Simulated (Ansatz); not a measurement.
Start of a relaxation, (221) slab as cut from the bulk (CaF2, Fm-3m (No. 225), (2 2 1) face):

```xyz
37
Lattice="3.8331 0.0000 0.0000 0.0000 11.4992 0.0000 0.0000 0.0000 25.8415" Properties=species:S:1:pos:R:3 pbc="T T T"
Ca    1.9165    3.1942    7.5000
F     1.9165    7.6661    7.9517
F     0.0000    1.9165    7.9517
Ca    0.0000    6.3884    8.4035
F     0.0000   10.8603    8.8552
F     1.9165    5.1107    8.8552
Ca    1.9165    9.5826    9.3069
F     1.9165    2.5554    9.7587
F     0.0000    8.3050    9.7587
Ca    0.0000    1.2777   10.2104
F     0.0000    5.7496   10.6621
F     1.9165    0.0000   10.6621
Ca    1.9165    4.4719   11.1138
F     1.9165    8.9438   11.5656
F     0.0000    3.1942   11.5656
Ca    0.0000    7.6661   12.0173
F     0.0000    0.6388   12.4690
F     1.9165    6.3884   12.4690
Ca    1.9165   10.8603   12.9208
F     1.9165    3.8331   13.3725
F     0.0000    9.5826   13.3725
Ca    0.0000    2.5554   13.8242
F     0.0000    7.0273   14.2760
F     1.9165    1.2777   14.2760
Ca    1.9165    5.7496   14.7277
F     1.9165   10.2215   15.1794
F     0.0000    4.4719   15.1794
Ca    0.0000    8.9438   15.6311
F     0.0000    1.9165   16.0829
F     1.9165    7.6661   16.0829
Ca    1.9165    0.6388   16.5346
F     1.9165    5.1107   16.9863
F     0.0000   10.8603   16.9863
Ca    0.0000    3.8331   17.4381
F     0.0000    8.3050   17.8898
F     1.9165    2.5554   17.8898
Ca    1.9165    7.0273   18.3415
```

Method: DFT PBEsol, scalar-relativistic, plane waves, PAW (Ansatz 0.2.0). Plane waves to 420 eV, a k mesh through Γ of 7×3×1 on the computed 37-atom cell and Gaussian smearing (0.05 eV); no spin polarisation. The cell repeats along c with a dipole correction in the vacuum.

All atoms are free. The cell is fixed. Force threshold 0.02 eV/Å.

Task: Where does it end?

Result: The energy falls by 0.626 eV in 6 steps, to:

```yaml
crystal:
  lattice:
    - [3.83306, 0.00000, 0.00000]
    - [0.00000, 11.49918, 0.00000]
    - [0.00000, 0.00000, 25.84153]
  atoms:
    - { symbol: Ca, position: [0.50000, 0.27939, 0.29368] }
    - { symbol: F, position: [0.50000, 0.67179, 0.31082] }
    - { symbol: F, position: [0.00000, 0.18583, 0.30498] }
    - { symbol: Ca, position: [0.00000, 0.56853, 0.32694] }
    - { symbol: F, position: [0.00000, 0.93735, 0.34325] }
    - { symbol: F, position: [0.50000, 0.44277, 0.34053] }
    - { symbol: Ca, position: [0.50000, 0.83426, 0.36237] }
    - { symbol: F, position: [0.50000, 0.22003, 0.37728] }
    - { symbol: F, position: [0.00000, 0.72298, 0.38118] }
    - { symbol: Ca, position: [0.00000, 0.10605, 0.39154] }
    - { symbol: F, position: [0.00000, 0.50119, 0.41159] }
    - { symbol: F, position: [0.50000, 0.00025, 0.41245] }
    - { symbol: Ca, position: [0.50000, 0.38841, 0.42973] }
    - { symbol: F, position: [0.50000, 0.77813, 0.44893] }
    - { symbol: F, position: [0.00000, 0.27810, 0.44614] }
    - { symbol: Ca, position: [0.00000, 0.66740, 0.46726] }
    - { symbol: F, position: [0.00000, 0.05500, 0.48110] }
    - { symbol: F, position: [0.50000, 0.55487, 0.48289] }
    - { symbol: Ca, position: [0.50000, 0.94444, 0.50000] }
    - { symbol: F, position: [0.50000, 0.33402, 0.51711] }
    - { symbol: F, position: [0.00000, 0.83389, 0.51890] }
    - { symbol: Ca, position: [0.00000, 0.22149, 0.53274] }
    - { symbol: F, position: [0.00000, 0.61079, 0.55386] }
    - { symbol: F, position: [0.50000, 0.11076, 0.55107] }
    - { symbol: Ca, position: [0.50000, 0.50048, 0.57027] }
    - { symbol: F, position: [0.50000, 0.88864, 0.58755] }
    - { symbol: F, position: [0.00000, 0.38770, 0.58841] }
    - { symbol: Ca, position: [0.00000, 0.78284, 0.60846] }
    - { symbol: F, position: [0.00000, 0.16591, 0.61882] }
    - { symbol: F, position: [0.50000, 0.66886, 0.62272] }
    - { symbol: Ca, position: [0.50000, 0.05463, 0.63763] }
    - { symbol: F, position: [0.50000, 0.44612, 0.65947] }
    - { symbol: F, position: [0.00000, 0.95154, 0.65675] }
    - { symbol: Ca, position: [0.00000, 0.32036, 0.67306] }
    - { symbol: F, position: [0.00000, 0.70306, 0.69502] }
    - { symbol: F, position: [0.50000, 0.21710, 0.68918] }
    - { symbol: Ca, position: [0.50000, 0.60950, 0.70632] }
```

Spin polarisation was left out, and a magnetic state may lie lower.

Cost: 1 run of about 40 core-minutes, on Arm Neoverse V1 (shared hosts).